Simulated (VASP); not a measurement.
# Te (P3_121) in VASP: further runs

The runs below take Te through single point, with HSE06.

Program: VASP 6.6.1. These are calculated values, not measurements. Logs are shortened: lines on timing, memory, paths and dates and some standing lists are left out, and cuts for length are marked.

## Step 1: Starting point

The structure is trigonal, space group P3_121 (No. 152). Conventional cell: a = 4.396 Å, b = 4.396 Å, c = 6.004 Å, α = 90.00°, β = 90.00°, γ = 120.00°. Te (site symmetry 2) has 2 Te at 2.93 Å as nearest neighbours.

The cell was built by a generator and needn't be a form met in nature.

## Step 2: Single point, HSE06, non-collinear spin, zero start, spin-orbit coupling

POSCAR

```
Te
1.0
    4.3959849000      0.0000000000      0.0000000000
   -2.1979925000      3.8070346000      0.0000000000
    0.0000000000      0.0000000000      6.0036600000
Te
3
Direct
    0.2805424000      0.0000000000      0.3333333000
    0.0000001000      0.2805425000      0.6666667000
    0.7194575000      0.7194576000      0.0000000000
```

INCAR.step1

```
SYSTEM = Te
PREC = Accurate ; ENCUT = 300
EDIFF = 1E-5 ; ISMEAR = 0
SIGMA = 0.01 ; LREAL = .FALSE.
LASPH = .TRUE. ; NELM = 60
ALGO = Normal ; ISIF = 2
LWAVE = .TRUE. ; MAGMOM = 0 0 0 0 0 0 0 0 0
LORBIT = 11 ; LSORBIT = .TRUE.
GGA_COMPAT = .FALSE. ; NBANDS = 31
GGA = PE
```

INCAR.step2

```
SYSTEM = Te
PREC = Accurate ; ENCUT = 300
EDIFF = 1E-7 ; ISMEAR = 0
SIGMA = 0.01 ; LREAL = .FALSE.
LASPH = .TRUE. ; NELM = 60
ALGO = Normal ; ISIF = 2
LWAVE = .FALSE. ; LCHARG = .TRUE.
MAGMOM = 0 0 0 0 0 0 0 0 0 ; LORBIT = 11
LSORBIT = .TRUE. ; GGA_COMPAT = .FALSE.
GGA = PE ; LHFCALC = .TRUE.
HFSCREEN = 0.2 ; PRECFOCK = Fast
LVHAR = .TRUE. ; NBANDS = 31
ISTART = 1
```

KPOINTS

```
regular mesh
0
G
  3 3 2
  0 0 0
```

Potentials or basis: VASP PAW PBE potentials, release 64 (Te).

Started as:

```sh
$ cat potpaw_PBE.64/Te/POTCAR > POTCAR
$ cp INCAR.step1 INCAR
$ mpirun -np 1 vasp_ncl > vasp.out
$ cp INCAR.step2 INCAR
$ mpirun -np 1 vasp_ncl > vasp.out
```

OUTCAR:

```text
SYSTEM = Te
   PREC = Accurate
   ENCUT = 300
   EDIFF = 1E-7
   ISMEAR = 0
   LREAL = .FALSE.
   LASPH = .TRUE.
   NELM = 60
   ISIF = 2
   LORBIT = 11
   LSORBIT = .TRUE.
   GGA = PE
   LHFCALC = .TRUE.
   HFSCREEN = 0.2
   PRECFOCK = Fast
   ISTART = 1

 ion  position               nearest neighbor table
   1  0.281  0.000  0.333-   3 2.93   2 2.93   3 3.41   3 3.41   2 3.41   2 3.41
   2  0.000  0.281  0.667-   3 2.93   1 2.93   3 3.41   1 3.41   3 3.41   1 3.41
   3  0.719  0.719  0.000-   1 2.93   2 2.93   2 3.41   1 3.41   1 3.41   2 3.41

  LATTYP: Found a hexagonal cell.
 ALAT       =     4.3959849000
 C/A-ratio  =     1.3657144273

  Lattice vectors:

 A1 = (   4.3959849000,   0.0000000000,   0.0000000000)
 A2 = (  -2.1979925000,   3.8070346000,   0.0000000000)
 A3 = (   0.0000000000,   0.0000000000,   6.0036600000)

Analysis of symmetry for initial positions (statically):
=====================================================================
 Subroutine PRICEL returns:
 Original cell was already a primitive cell.

 Routine SETGRP: Setting up the symmetry group for a
 hexagonal supercell.

 Subroutine GETGRP returns: Found  6 space group operations
 (whereof  2 operations were pure point group operations)
 out of a pool of 24 trial point group operations.

The static configuration has the point symmetry C_2 .
 The point group associated with its full space group is D_3 .

Analysis of symmetry for dynamics (positions and initial velocities):
=====================================================================
 Subroutine PRICEL returns:
 Original cell was already a primitive cell.

 Routine SETGRP: Setting up the symmetry group for a
 hexagonal supercell.

 Subroutine GETGRP returns: Found  6 space group operations
 (whereof  2 operations were pure point group operations)
 out of a pool of 24 trial point group operations.

The dynamic configuration has the point symmetry C_2 .
 The point group associated with its full space group is D_3 .

Analysis of structural, dynamic, and magnetic symmetry:
=====================================================================
 Subroutine PRICEL returns:
 Original cell was already a primitive cell.

 Routine SETGRP: Setting up the symmetry group for a
 hexagonal supercell.

 Subroutine GETGRP returns: Found  6 space group operations
 (whereof  2 operations were pure point group operations)
 out of a pool of 24 trial point group operations.

The overall configuration has the point symmetry C_2 .
 The point group associated with its full space group is D_3 .

 Subroutine INISYM returns: Found  6 space group operations
 (whereof  2 operations are pure point group operations),
 and found     1 'primitive' translations

----------------------------------------------------------------------------------------

                                     Primitive cell

  volume of cell :     100.4753

  direct lattice vectors                    reciprocal lattice vectors
     4.395984900  0.000000000  0.000000000     0.227480308  0.131335820  0.000000000
    -2.197992500  3.807034600  0.000000000     0.000000000  0.262671634  0.000000000
     0.000000000  0.000000000  6.003660000     0.000000000  0.000000000  0.166565062

  length of vectors
     4.395984900  4.395984927  6.003660000     0.262671636  0.262671634  0.166565062

  position of ions in fractional coordinates (direct lattice)
     0.280542400  0.000000000  0.333333300
     0.000000100  0.280542500  0.666666700
     0.719457500  0.719457600  0.000000000

  ion indices of the primitive-cell ions
   primitive index   ion index
                 1           1
                 2           2
                 3           3

----------------------------------------------------------------------------------------

 KPOINTS: regular mesh

Automatic generation of k-mesh.
 Grid dimensions read from file:
 generate k-points for:    3    3    2

 Generating k-lattice:

  Cartesian coordinates                     Fractional coordinates (reciprocal lattice)
     0.075826769  0.043778607  0.000000000     0.333333333 -0.000000000  0.000000000
     0.000000000  0.087557211  0.000000000     0.000000000  0.333333333  0.000000000
     0.000000000  0.000000000  0.083282531     0.000000000  0.000000000  0.500000000

  Length of vectors
     0.087557212  0.087557211  0.083282531

  Shift w.r.t. Gamma in fractional coordinates (k-lattice)
     0.000000000  0.000000000  0.000000000

[... 32 lines left out ...]
   NELM   =     60;   NELMIN=  2; NELMDL=  0     # of ELM steps
   EDIFF  = 0.1E-06   stopping-criterion for ELM
   LREAL  =      F    real-space projection
   EDIFFG = 0.1E-05   stopping-criterion for IOM
   NSW    =      0    number of steps for IOM
   IBRION =     -1    ionic relax: 0-MD 1-quasi-New 2-CG
   NFREE  =      0    steps in history (QN), initial steepest desc. (CG)
   ISIF   =      2    stress and relaxation
   ISYM   =      3    0-nonsym 1-usesym 2-fastsym
   POTIM  = 0.5000    time-step for ionic-motion
   TEBEG  =    0.0;   TEEND  =   0.0 temperature during run
   PSTRESS=    0.0 pullay stress
   NELECT =      18.0000    total number of electrons
   NUPDOWN=      -1.0000    fix difference up-down
   EMIN   =  10.00;   EMAX   =-10.00  energy-range for DOS
   EFERMI =   0.00;   METHOD = LEGACY
   ISMEAR =     0;   SIGMA  =   0.01  broadening in eV -4-tet -1-fermi 0-gaus
   EFERMI_NEDOS =   21; number of points for ismear=-14 and -15
   IALGO  =     38    algorithm
   IMIX   =      1    mixing-type and parameters
     AMIX     =   0.40;   BMIX     =  1.00
     AMIX_MAG =   1.60;   BMIX_MAG =  1.00
  volume/ion in A,a.u.               =      33.49       226.01
  Fermi-wavevector in a.u.,A,eV,Ry     =   0.922882  1.743993 11.588223  0.851710
  Thomas-Fermi vector in A             =   2.048457
   LORBIT       =     11    0 simple, 1 ext, 2 COOP (PROOUT), +10 PAW based schemes
   GGA     = PE    functional components
   LHFCALC =     T    Hartree Fock is set to
   PRECFOCK=fast      Normal, Fast or Accurate (Low or Medium for compatibility)
   ENCUT4O =  -1.0   cutoff for four orbital integrals eV
   NKREDX  =     1    reduce k-point grid by
   NKREDY  =     1    reduce k-point grid by
   NKREDZ  =     1    reduce k-point grid by
   AEXX    =    0.2500 exact exchange contribution
   HFSCREEN=    0.2000 screening length (either q_TF or 0.3 A-1)
   HFSCREENC=   0.2000 screening length for correlation (either q_TF or 0.3 A-1)
   ENCUTFOCK=  -1.0 apply spherical cutoff to Coloumb kernel
   IVDW    =     0    specifies the selected vdW correction
   LEPSILON=     F    determine dielectric tensor
   LRPA    =     F    only Hartree local field effects (RPA)
 Gauss-broadening in eV      SIGMA  =   0.01
  energy-cutoff  :      300.00
  volume of cell :      100.48
 maximum number of plane-waves:      2410
 NGX is ok and might be reduce to    28
  NGX = 14; NGY = 14; NGZ = 20

 number of electron      17.9999995 magnetization      -0.0000000     -0.0000000      0.0000000

 number of electron      17.9999995 magnetization       0.0000000      0.0000000      0.0000000

 number of electron      17.9999995 magnetization      -0.0000000     -0.0000000     -0.0000000

 number of electron      17.9999995 magnetization       0.0000000      0.0000000     -0.0000000

 Free energy of the ion-electron system (eV)
  ---------------------------------------------------
  ext. energy  EPLUGINS =         0.00000000
  ---------------------------------------------------
  free energy    TOTEN  =       -11.98046279 eV

  energy without entropy =      -11.98046279  energy(sigma->0) =      -11.98046279

 E-fermi :   6.0086     XC(G=0):  -7.6322

 val. band max:        5.9585631197   @ k =  -0.3333  -0.3333   0.5000
 cond. band min:       6.2723225796   @ k =   0.3333   0.3333   0.5000
 fundamental gap:      0.3137594599
 Fermi energy:         6.0085544622

 k-point     1 :       0.0000    0.0000    0.0000
  band No.  band energies     occupation
      1      -9.1336      1.00000
      2      -9.1336      1.00000
      3      -5.5507      1.00000
      4      -5.5507      1.00000
      5      -5.5483      1.00000
      6      -5.5483      1.00000
[... 253 lines left out ...]
     29      12.9733      0.00000
     30      12.9733      0.00000
 [bands above 30 left out]

------------------------ aborting loop because EDIFF is reached ----------------------------------------

  FORCE on cell =-STRESS in cart. coord.  units (eV):
  Direction    XX          YY          ZZ          XY          YZ          ZX
  --------------------------------------------------------------------------------------
  -------------------------------------------------------------------------------------
  Total       -0.0108156     -0.0108156     -1.5051693      0.0000000      0.0000000     -0.0000000
  in kB       -0.1724654     -0.1724654    -24.0014135      0.0000000      0.0000000     -0.0000000
  external PRESSURE =      -8.1154481 kB  Pullay stress =       0.0000000 kB

 VOLUME and BASIS-vectors are now :
 -----------------------------------------------------------------------------
  energy-cutoff  :      300.00
  volume of cell :      100.48
      direct lattice vectors                 reciprocal lattice vectors
     4.395984900  0.000000000  0.000000000     0.227480308  0.131335820  0.000000000
    -2.197992500  3.807034600  0.000000000     0.000000000  0.262671634  0.000000000
     0.000000000  0.000000000  6.003660000     0.000000000  0.000000000  0.166565062

 POSITION                                       TOTAL-FORCE (eV/Angst)
 -----------------------------------------------------------------------------------
      1.23326      0.00000      2.00122        -0.770786     -0.000000     -0.000000
     -0.61663      1.06804      4.00244         0.385393     -0.667520      0.000000
      1.58136      2.73900      0.00000         0.385393      0.667520      0.000000
 -----------------------------------------------------------------------------------
    total drift:                                0.000060      0.000002     -0.000001

  FREE ENERGIE OF THE ION-ELECTRON SYSTEM (eV)
  ---------------------------------------------------
  free  energy   TOTEN  =       -11.9804627859 eV

  energy  without entropy=      -11.9804627859  energy(sigma->0) =      -11.98046279

 Spin-Orbit-Coupling matrix elements

 Ion:    1  E_soc:     -0.2383173
 l=   1
     0.0000000    -0.0417449    -0.0395439
    -0.0417449     0.0000000    -0.0376025
    -0.0395439    -0.0376025     0.0000000
 l=   2
     0.0000000    -0.0000190     0.0000000    -0.0000095    -0.0000333
    -0.0000190     0.0000000    -0.0000227    -0.0000508    -0.0000195
     0.0000000    -0.0000227     0.0000000    -0.0001056     0.0000000
    -0.0000095    -0.0000508    -0.0001056     0.0000000    -0.0000068
    -0.0000333    -0.0000195     0.0000000    -0.0000068     0.0000000
 l=   3
     0.0000000     0.0000000     0.0000000     0.0000000     0.0000000     0.0000000     0.0000000
     0.0000000     0.0000000     0.0000000     0.0000000     0.0000000     0.0000000     0.0000000
     0.0000000     0.0000000     0.0000000     0.0000000     0.0000000     0.0000000     0.0000000
     0.0000000     0.0000000     0.0000000     0.0000000     0.0000000     0.0000000     0.0000000
[... 29 lines left out ...]
 l=   2
     0.0000000    -0.0000111     0.0000000    -0.0000158    -0.0000333
    -0.0000111     0.0000000    -0.0000849    -0.0000508    -0.0000108
     0.0000000    -0.0000849     0.0000000    -0.0000434     0.0000000
    -0.0000158    -0.0000508    -0.0000434     0.0000000    -0.0000172
    -0.0000333    -0.0000108     0.0000000    -0.0000172     0.0000000
 l=   3
     0.0000000     0.0000000     0.0000000     0.0000000     0.0000000     0.0000000     0.0000000
     0.0000000     0.0000000     0.0000000     0.0000000     0.0000000     0.0000000     0.0000000
     0.0000000     0.0000000     0.0000000     0.0000000     0.0000000     0.0000000     0.0000000
     0.0000000     0.0000000     0.0000000     0.0000000     0.0000000     0.0000000     0.0000000
     0.0000000     0.0000000     0.0000000     0.0000000     0.0000000     0.0000000     0.0000000
     0.0000000     0.0000000     0.0000000     0.0000000     0.0000000     0.0000000     0.0000000
     0.0000000     0.0000000     0.0000000     0.0000000     0.0000000     0.0000000     0.0000000

 total charge

# of ion       s       p       d       tot
------------------------------------------
    1        1.394   1.912   0.042   3.349
    2        1.394   1.912   0.042   3.349
    3        1.394   1.912   0.042   3.349
--------------------------------------------------
tot          4.182   5.737   0.126  10.046

 magnetization (x)

# of ion       s       p       d       tot
------------------------------------------
    1       -0.000   0.000  -0.000   0.000
    2        0.000  -0.000   0.000  -0.000
    3        0.000  -0.000   0.000  -0.000
--------------------------------------------------
tot         -0.000   0.000   0.000  -0.000

 magnetization (y)

# of ion       s       p       d       tot
------------------------------------------
    1        0.000   0.000   0.000   0.000
    2       -0.000   0.000  -0.000   0.000
    3        0.000  -0.000   0.000  -0.000
--------------------------------------------------
tot         -0.000   0.000  -0.000   0.000

 magnetization (z)

# of ion       s       p       d       tot
------------------------------------------
    1       -0.000   0.000   0.000  -0.000
    2       -0.000   0.000   0.000  -0.000
    3        0.000   0.000   0.000   0.000
--------------------------------------------------
tot         -0.000   0.000   0.000  -0.000
```

Wall time 5.3 min (1 thread of AMD EPYC 9R45 (Zen 5), shared host); peak memory 0.33 GiB.

Results:

* Free energy: -11.9805 eV
* Pressure: -0.8 GPa
* Largest force: 0.771 eV/Å
* Net moment: 0.00 μB per cell
* Valence electrons inside the program's atomic spheres: Te 3.35

Forces in eV/Å, atoms in the order of the input:
```
Te  -0.771  0.000  0.000
Te   0.385 -0.668  0.000
Te   0.385  0.668  0.000
```

Moments on the atoms (μB; x, y, z):
```
Te  0.00 0.00 0.00
Te  0.00 0.00 0.00
Te  0.00 0.00 0.00
```

Caveat: the k mesh is coarse (spacing up to 0.55 Å⁻¹), so the values aren't converged, least of all with exact exchange; the PAW data sets were made with another functional, which shifts forces and pressure a little.

## Step 3: Single point, HSE06, non-collinear spin, zero start, spin-orbit coupling

POSCAR

```
Te
1.0
    4.4123752000      0.0000000000      0.0000000000
   -2.2061876000      3.8212290000      0.0000000000
    0.0000000000      0.0000000000      5.9614191000
Te
3
Direct
    0.2774719000      0.0000000000      0.3333334000
    0.0000001000      0.2774720000      0.6666666000
    0.7225279000      0.7225280000      0.0000000000
```

INCAR.step1

```
PREC = Accurate
ENCUT = 300
EDIFF = 1E-5
ISMEAR = 0
SIGMA = 0.01
LREAL = False
LASPH = True
NELM = 60
ALGO = Normal
ISIF = 2
LWAVE = True
MAGMOM = 0 0 0 0 0 0 0 0 0
LORBIT = 11
LSORBIT = True
GGA_COMPAT = False
GGA = PE
```

INCAR.step2

```
PREC = Accurate
ENCUT = 300
EDIFF = 1E-6
ISMEAR = 0
SIGMA = 0.01
LREAL = False
LASPH = True
NELM = 60
ALGO = Normal
ISIF = 2
LWAVE = False
LCHARG = True
MAGMOM = 0 0 0 0 0 0 0 0 0
LORBIT = 11
LSORBIT = True
GGA_COMPAT = False
GGA = PE
LHFCALC = True
HFSCREEN = 0.2
PRECFOCK = Normal
LVHAR = True
ISTART = 1
```

KPOINTS

```
regular mesh
0
Gamma
  3 3 2
```

Potentials or basis: VASP PAW PBE potentials, release 64 (Te).

Started as:

```sh
$ cat potpaw_PBE.64/Te/POTCAR > POTCAR
$ cp INCAR.step1 INCAR
$ mpirun -np 1 vasp_ncl > vasp.out
$ cp INCAR.step2 INCAR
$ mpirun -np 1 vasp_ncl > vasp.out
```

It took 15 min on 1 thread of Intel Xeon Platinum 8259CL at 2.50GHz (Skylake/Cascade Lake), shared host; peak memory 0.38 GiB.

It converged, with:

- Free energy: -12.0224 eV
- Pressure: -0.5 GPa
- Largest force: 0.693 eV/Å
- Net moment: 0.00 μB per cell
- Valence electrons inside the program's atomic spheres: Te 3.35

Forces in eV/Å, atoms in the order of the input:
```
Te  -0.693  0.000  0.000
Te   0.347 -0.600  0.000
Te   0.347  0.600  0.000
```

Stress tensor (GPa, compression positive):
```
 0.19  0.00  0.00
 0.00  0.19  0.00
 0.00  0.00 -1.82
```

Moments on the atoms (μB; x, y, z):
```
Te  0.00 0.00 0.00
Te  0.00 0.00 0.00
Te  0.00 0.00 0.00
```

Caveat: the k mesh is coarse (spacing up to 0.55 Å⁻¹), so the values aren't converged, least of all with exact exchange; the PAW data sets were made with another functional, which shifts forces and pressure a little.

(Part 1 of 2 ends here.)
